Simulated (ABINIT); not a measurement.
Crystal: PbSe (Clausthalite).

```
Pb Se
1.0
     0.00000    3.06065    3.06065
     3.06065    0.00000    3.06065
     3.06065    3.06065    0.00000
Pb Se
1 1
Direct
  0.00000 0.00000 0.00000
  0.50000 0.50000 0.50000
```

```yaml
Program: ABINIT 10.8.3 (patched build)
Task: relaxation of cell and atoms
Functional: PBE
Potentials_or_basis: SPMS NC PBE v1.0
Cutoff: 925 eV
k_mesh: 6 × 6 × 6
Occupations: fermi-dirac, width 0.05 eV
Spin: no spin polarisation
```

At the start: pressure 2.3 GPa; volume 28.67 Å³/atom.

Question: How do energy, volume and symmetry change on relaxing?

Answer: Over 4 steps the energy falls by 8.9 meV/atom and the volume is 29.97 Å³/atom (+4.5 %); space group Fm-3m (No. 225, to 0.05 Å).

Step by step:
```csv
step,energy change (eV),largest force (eV/Å),pressure (GPa),volume (Å³)
1,0.0000,0.0000,2.29,57.34
2,-0.0053,0.0000,1.90,57.74
3,-0.0178,0.0000,0.10,59.82
4,-0.0179,0.0000,0.00,59.94
```

Final structure:
```xyz
2
Lattice="0.0000 3.1061 3.1061 3.1061 0.0000 3.1061 3.1061 3.1061 0.0000" Properties=species:S:1:pos:R:3 pbc="T T T"
Pb    0.0000    0.0000    0.0000
Se    3.1061    3.1061    3.1061
```

The cell as given is a measured one (28.67 Å³/atom); PBE puts the equilibrium volume +4.5 % from it, thermal expansion not counted.
